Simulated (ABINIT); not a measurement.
# BeTe (F-43m): a self-consistent loop beyond G0W0, cycle by cycle, part 3 of 3

Aim: iterate the self-energy on BeTe (F-43m) and follow the gap from cycle to cycle.

ABINIT 10.8.3; PBE and many-body steps on it, plane waves. Known limits of the many-body steps: not at the basis limit; no spin-orbit coupling; coarse k mesh.

So far. Step 11 (QSGW, cycle 3): Against the cycle before, the gap moves by +0.044 eV.

## Step 14: QSGW, cycle 4

This step: QSGW on PBE, plane waves, norm-conserving pseudopotentials.

Contents of run.abi:

```
acell 3*1.0 Angstrom
rprim 
  -0.000000000000 2.831458787600 2.831458787600
  2.831458787600 0.000000000000 2.831458787600
  2.831458787600 2.831458787600 0.000000000000
ntypat 2
znucl 4 52
natom 2
typat 1 2
xred 
  0.000000000000 0.000000000000 0.000000000000
  0.750000000000 0.750000000000 0.750000000000
pp_dirpath "pseudos"
pseudos "Be.upf, Te.upf"
ecut 49
ngkpt 4 4 4
nshiftk 1
shiftk 0 0 0
kptopt 1
chksymbreak 0
istwfk *1
occopt 1
irdwfk 1
optdriver 4
nband 87
gwcalctyp 28
ecutsigx 49
symsigma 0
nkptgw 8
kptgw 
  0.0000000000 0.0000000000 0.0000000000
  0.2500000000 0.0000000000 0.0000000000
  0.5000000000 0.0000000000 0.0000000000
  0.2500000000 0.2500000000 0.0000000000
  0.5000000000 0.2500000000 0.0000000000
  -0.2500000000 0.2500000000 0.0000000000
  0.5000000000 0.5000000000 0.0000000000
  -0.2500000000 0.5000000000 0.2500000000
bdgw 
  12 24
  12 24
  12 24
  12 24
  12 24
  12 24
  12 24
  12 24
ecuteps 5
irdscr 1
ppmodel 1
irdqps 1
rhoqpmix 0.3
indata_prefix "in"
outdata_prefix "out"
tmpdata_prefix "tmp"
```

Launch:

```
$ OMP_NUM_THREADS=1 mpirun -n 8 abinit run.abi > log
```

Numbers of over 12 decimals in the logs are rounded to 6 here.

Log:

```text
.Version 10.8.3 of ABINIT. v10.8.2 released Aug 2026.

 Symmetries : space group F-4 3 m (#216); Bravais cF (face-center cubic)
[... echo of the input left out ...]
== DATASET  1 ==================================================================
-   mpi_nproc: 8, omp_nthreads: 1 (-1 if OMP is not activated)

--- !DatasetInfo
iteration_state: {dtset: 1, }
dimensions: {natom: 2, nkpt: 8, mband: 87, nsppol: 1, nspinor: 1, nspden: 1, mpw: 5044, }
cutoff_energies: {ecut:  49.0, pawecutdg:  -1.0, }
[...]
.  kptgw no:  3; Maximum DeltaE = (   0.007  -0.000) for band index:  8
[...]
.  kptgw no:  7; Maximum DeltaE = (  -0.007   0.000) for band index: 12
.  kptgw no:  8; Maximum DeltaE = (  -0.006  -0.002) for band index: 13

== END DATASET(S) ==============================================================
================================================================================

 -outvars: echo values of variables after computation  --------
           etotal      0.0000000000E+00
            nband          87
             nkpt           8
          spgroup         216
 [... the other variables as echoed above ...]

 Calculation completed.
```

The job ended after 95 s (8 MPI ranks of Arm Neoverse V1, shared host; peak memory 2.9 GiB; 13 min of CPU time).

This step gave:

```
quasiparticle gap on the mesh                         : 3.021 eV
gap of the density functional on the mesh             : 2.027 eV
k of the valence top                                  : 0, 0, 0
k of the conduction bottom                            : 0.5, 0.5, 0
least direct quasiparticle gap on the computed points : 5.012 eV
```

Against the cycle before, the gap moves by +0.014 eV.

## Step 15: Screening, 4×4×4 mesh, 87 bands, screening to 136.1 eV

This step: RPA screening on PBE, plane waves, norm-conserving pseudopotentials.

Contents of run.abi:

```
acell 3*1.0 Angstrom
rprim 
  -0.000000000000 2.831458787600 2.831458787600
  2.831458787600 0.000000000000 2.831458787600
  2.831458787600 2.831458787600 0.000000000000
ntypat 2
znucl 4 52
natom 2
typat 1 2
xred 
  0.000000000000 0.000000000000 0.000000000000
  0.750000000000 0.750000000000 0.750000000000
pp_dirpath "pseudos"
pseudos "Be.upf, Te.upf"
ecut 49
ngkpt 4 4 4
nshiftk 1
shiftk 0 0 0
kptopt 1
chksymbreak 0
istwfk *1
occopt 1
irdwfk 1
optdriver 3
nband 87
ecuteps 5
inclvkb 2
awtr 1
symchi 1
gwcalctyp 28
mbpt_sciss 1.360 eV
nqptdm 1
qptdm 
  0 0 0
indata_prefix "in"
outdata_prefix "out"
tmpdata_prefix "tmp"
```

Log:

```text
.Version 10.8.3 of ABINIT. v10.8.2 released Aug 2026.

 Symmetries : space group F-4 3 m (#216); Bravais cF (face-center cubic)
[... echo of the input left out ...]
== DATASET  1 ==================================================================
-   mpi_nproc: 8, omp_nthreads: 1 (-1 if OMP is not activated)

--- !DatasetInfo
iteration_state: {dtset: 1, }
dimensions: {natom: 2, nkpt: 8, mband: 87, nsppol: 1, nspinor: 1, nspden: 1, mpw: 5044, }
cutoff_energies: {ecut:  49.0, pawecutdg:  -1.0, }
[...]
[... chi0 elements left out ...]
 For q-point:  0.000010 0.000020 0.000030
  dielectric constant =   7.3522
  dielectric constant without local fields =   8.2875

  Average fulfillment of the sum rule on Im[epsilon] for q-point    1 :     63.47  [%]
[... wings left out ...]
== END DATASET(S) ==============================================================
================================================================================

 -outvars: echo values of variables after computation  --------
           etotal      0.0000000000E+00
            nband          87
             nkpt           8
          spgroup         216
 [... the other variables as echoed above ...]

 Calculation completed.
```

Wall time 5.2 s (8 MPI ranks); peak memory 1.1 GiB.

This step gave:

```
ε∞ with local fields, on this mesh, along the program's q direction : 7.352
the same without local fields                                       : 8.287
plasma frequency                                                    : 29.16 eV
plane waves in the screening matrix                                 : 169
```

This screening uses the functional's bands under a rigid shift, the mean opening of the cycle before.

## Step 16: Screening, 4×4×4 mesh, 87 bands, screening to 136.1 eV

This step: RPA screening on PBE from quasiparticle energies and orbitals, plane waves, norm-conserving pseudopotentials.

run.abi, as its differences from that of step 15:

```diff
@@ -29,7 +29,13 @@
 symchi 1
+irdqps 1
 gwcalctyp 28
-mbpt_sciss 1.360 eV
-nqptdm 1
+nqptdm 7
 qptdm 
-  0 0 0
+  0.2500000000 0.0000000000 0.0000000000
+  0.5000000000 0.0000000000 0.0000000000
+  0.2500000000 0.2500000000 0.0000000000
+  0.5000000000 0.2500000000 0.0000000000
+  -0.2500000000 0.2500000000 0.0000000000
+  0.5000000000 0.5000000000 0.0000000000
+  -0.2500000000 0.5000000000 0.2500000000
 indata_prefix "in"
```

Contents of mrgscr.stdin:

```
2
merged
q0_SCR
out_SCR
1
```

Launch:

```
$ OMP_NUM_THREADS=1 mpirun -n 8 abinit run.abi > log; mrgscr < mrgscr.stdin
```

Log:

```text
.Version 10.8.3 of ABINIT. v10.8.2 released Aug 2026.

 Symmetries : space group F-4 3 m (#216); Bravais cF (face-center cubic)
[... echo of the input left out ...]
== DATASET  1 ==================================================================
-   mpi_nproc: 8, omp_nthreads: 1 (-1 if OMP is not activated)

--- !DatasetInfo
iteration_state: {dtset: 1, }
dimensions: {natom: 2, nkpt: 8, mband: 87, nsppol: 1, nspinor: 1, nspden: 1, mpw: 5044, }
cutoff_energies: {ecut:  49.0, pawecutdg:  -1.0, }
[...]
q-point number  1        q = ( 0.250000, 0.000000, 0.000000) [r.l.u.]
--------------------------------------------------------------------------------
[... chi0 elements left out ...]
  Average fulfillment of the sum rule on Im[epsilon] for q-point    2 :     76.92  [%]

--------------------------------------------------------------------------------
  q-point number  2        q = ( 0.500000, 0.000000, 0.000000) [r.l.u.]
--------------------------------------------------------------------------------
[... chi0 elements left out ...]
  Average fulfillment of the sum rule on Im[epsilon] for q-point    3 :     70.67  [%]

 [... 5 further q-points ...]
```

Run time: 15 s. Hardware: 8 MPI ranks; peak memory 1.5 GiB; 1.9 min of CPU time.

Numbers from this step:

* plasma frequency: 29.16 eV
* plane waves in the screening matrix: 169

This screening reads the quasiparticle levels of the cycle before.

## Step 17: QSGW, cycle 5

This step: QSGW on PBE, plane waves, norm-conserving pseudopotentials.

run.abi, as its differences from that of step 16:

```diff
@@ -23,12 +23,10 @@
 irdwfk 1
-optdriver 3
+optdriver 4
 nband 87
-ecuteps 5
-inclvkb 2
-awtr 1
-symchi 1
-irdqps 1
 gwcalctyp 28
-nqptdm 7
-qptdm 
+ecutsigx 49
+symsigma 0
+nkptgw 8
+kptgw 
+  0.0000000000 0.0000000000 0.0000000000
   0.2500000000 0.0000000000 0.0000000000
@@ -40,2 +38,16 @@
   -0.2500000000 0.5000000000 0.2500000000
+bdgw 
+  12 24
+  12 24
+  12 24
+  12 24
+  12 24
+  12 24
+  12 24
+  12 24
+ecuteps 5
+irdscr 1
+ppmodel 1
+irdqps 1
+rhoqpmix 0.3
 indata_prefix "in"
```

Launch:

```
$ OMP_NUM_THREADS=1 mpirun -n 8 abinit run.abi > log
```

Log:

```text
.Version 10.8.3 of ABINIT. v10.8.2 released Aug 2026.

 Symmetries : space group F-4 3 m (#216); Bravais cF (face-center cubic)
[... echo of the input left out ...]
== DATASET  1 ==================================================================
-   mpi_nproc: 8, omp_nthreads: 1 (-1 if OMP is not activated)

--- !DatasetInfo
iteration_state: {dtset: 1, }
dimensions: {natom: 2, nkpt: 8, mband: 87, nsppol: 1, nspinor: 1, nspden: 1, mpw: 5044, }
cutoff_energies: {ecut:  49.0, pawecutdg:  -1.0, }
[...]
.  kptgw no:  3; Maximum DeltaE = (  -0.003  -0.023) for band index: 11
[...]
.  kptgw no:  7; Maximum DeltaE = (   0.002  -0.001) for band index: 12
.  kptgw no:  8; Maximum DeltaE = (  -0.001  -0.003) for band index: 11

== END DATASET(S) ==============================================================
================================================================================

 -outvars: echo values of variables after computation  --------
           etotal      0.0000000000E+00
            nband          87
             nkpt           8
          spgroup         216
 [... the other variables as echoed above ...]

 Calculation completed.
```

The job ended after 92 s (8 MPI ranks; peak memory 2.9 GiB; 12 min of CPU time).

Numbers from this step:

- quasiparticle gap on the mesh: 3.022 eV
- gap of the density functional on the mesh: 2.027 eV
- k of the valence top: 0, 0, 0
- k of the conduction bottom: 0.5, 0.5, 0
- least direct quasiparticle gap on the computed points: 5.01 eV

Against the cycle before, the gap moves by +0.001 eV.

## Step 18: The runs together

Times are wall times on 8 MPI ranks of Arm Neoverse V1, shared host, good to a factor of about two. A run's time includes the screening step that it read.

| run | mesh | bands | screening cutoff (eV) | DFT gap (eV) | gap on the mesh (eV) | direct (eV) | ε∞ used | time |
| --- | --- | --- | --- | --- | --- | --- | --- | --- |
| G0W0 | 4×4×4 | 87 | 136.1 | 2.027 | 2.733 | 4.630 | 8.99 | 22 s |
| QSGW, cycle 1 | 4×4×4 | 87 | 136.1 | 2.027 | 2.889 | 4.871 | 8.99 | 1.8 min |
| QSGW, cycle 2 | 4×4×4 | 87 | 136.1 | 2.027 | 2.963 | 4.963 | 7.48 | 1.8 min |
| QSGW, cycle 3 | 4×4×4 | 87 | 136.1 | 2.027 | 3.007 | 5.004 | 7.40 | 2 min |
| QSGW, cycle 4 | 4×4×4 | 87 | 136.1 | 2.027 | 3.021 | 5.012 | 7.36 | 1.9 min |
| QSGW, cycle 5 | 4×4×4 | 87 | 136.1 | 2.027 | 3.022 | 5.010 | 7.35 | 1.9 min |

## Step 19: What came out

```yaml
g0w0: 2.733 eV
qsgw_cycle_1: 2.889 eV
qsgw_cycle_2: 2.963 eV
qsgw_cycle_3: 3.007 eV
qsgw_cycle_4: 3.021 eV
qsgw_cycle_5: 3.022 eV
known_limits: not at the basis limit; no spin-orbit coupling; coarse k mesh
```

What this shows: Only the bands that the input lists are updated; the others, empty or deep, keep the functional's energies or take a rigid shift. QSGW ends at 3.02 eV, +0.29 eV from G0W0, after 5 cycles that took 9.1 min beside the first screening; the last moved the gap by 0.001 eV. Against experiment, by QSGW, cycle 5: the gap of 3.02 eV lies +0.22 eV from the measured 2.8 eV (indirect, quoted 1997); the gap of 3.02 eV lies +0.32 eV from the measured 2.7 eV (indirect, quoted 1997). These are gaps on the mesh, at modest bands and cutoff. The calculation has static nuclei and no excitons; a measured gap holds zero-point and thermal motion, which mostly lowers it. With atoms this heavy the missing spin-orbit coupling can matter too. Bands and cutoff are finite, so the gap is not at the basis limit. The miss can reach some tenths of an eV and take either sign; the mesh is an error of its own. The 4×4×4 mesh is coarse for this cell, which bears on the long-range parts of exchange and screening. In the updated screening the q = 0 part is built from Kohn-Sham bands under a rigid shift, the other q from the quasiparticle levels.

[Paths, hosts, dates, memory and timing lines, banners, echoed tables and standing remarks are left out of the program output.]

[Logs are printed without paths, hosts, clocks, repeated set-up lines and the standing remarks that a program may print on its own settings, such as how far it seeks lower states.]

[Runs of the session that timed out or met a known fault of the program may be left out.]

[Hosts, paths, dates, database ids (printed as entryN), source tags and the programs' standing remarks are cut or masked in the printed files.]

[G0W0 gaps are taken among the corrected bands and points alone; a level outside them can change the order at an edge.]

[Where Ansatz stands beside ABINIT at settings called matched, ABINIT's density can come from a denser mesh and the files from another edition; pairs whose starting gaps differed by over 0.03 eV were left out, so agreement reads better than it is.]
